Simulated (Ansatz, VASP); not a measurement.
Au in VASP and in Ansatz

The input INCAR:

```
PREC = Accurate ; ENCUT = 520
EDIFF = 1E-6 ; ISMEAR = -1
SIGMA = 0.05 ; LREAL = F
LASPH = T ; NELM = 80
ALGO = Normal ; ISIF = 2
LWAVE = F ; LCHARG = F
GGA = PS ; NBANDS = 12
```

Contents of KPOINTS:

```
Automatic mesh
0
Gamma
  6 6 6
```

Contents of POSCAR:

```
Au
1.0
    0.0000000000      2.0350000000      2.0350000000
    2.0350000000      0.0000000000      2.0350000000
    2.0350000000      2.0350000000      0.0000000000
Au
1
Direct
    0.0000000000      0.0000000000      0.0000000000
```

input.yaml

```yaml
crystal:
  lattice:
    - [0.0, 2.035, 2.035]
    - [2.035, 0.0, 2.035]
    - [2.035, 2.035, 0.0]
  atoms:
    - { symbol: Au, position: [0.0, 0.0, 0.0] }
hamiltonian:
  xc: pbesol
  pseudopotentials: { kind: paw }
kpoints:
  mp_grid: { grid: [6, 6, 6] }
  band_path:
    path:
      - [[0.0, 0.0, 0.0], [0.5, 0.0, 0.5], [0.5, 0.25, 0.75], [0.375, 0.375, 0.75], [0.0, 0.0, 0.0], [0.5, 0.5, 0.5], [0.625, 0.25, 0.625], [0.5, 0.25, 0.75], [0.5, 0.5, 0.5], [0.375, 0.375, 0.75]]
      - [[0.625, 0.25, 0.625], [0.5, 0.0, 0.5]]
    npoints: 14
scf:
  occupations: { method: fermi_dirac, width: 0.05 }
  n_extra_bands: 6
output:
  forces: true
  stress: true
  eigenvalues: true
  fatbands: false
```

Alike in both runs: functional PBEsol; k mesh 6 × 6 × 6; occupations fermi-dirac, width 0.05 eV; no spin polarisation.

|  | VASP | Ansatz |
| --- | --- | --- |
| version | VASP 6.6.1 | Ansatz 0.2.0 |
| potentials or method | VASP PAW PBE potentials, release 64 (Au) | Ansatz PAW |
| plane-wave cutoff (eV) | 520 | 420 |
| valence electrons in the cell | 11 | 19 |
| task | single point | band structure |

|  | VASP | Ansatz | Ansatz less VASP |
| --- | --- | --- | --- |
| gap on the k mesh at the Fermi level (eV) | none | none | - |
| pressure (GPa) | 2.8 | 3.1 | +0.32 |

A gap of «none» marks a metal or a gap that the smearing closes. The functional is the same, so the differences come from potentials, cutoffs and numerics. The two sets of potentials don't hold the same shells in valence.

Caveats: the k mesh is coarse (spacing up to 0.45 Å⁻¹), so the values aren't converged; the PAW data sets were made with another functional, which shifts forces and pressure a little (VASP); spin-orbit coupling is left out, which moves the levels of the heavy elements (Ansatz); the PAW data sets come from PBE, with cores solved anew for the run's functional, which leaves a small shift of forces and pressure (Ansatz). Spin-orbit coupling is left out, which matters for the levels of Au.
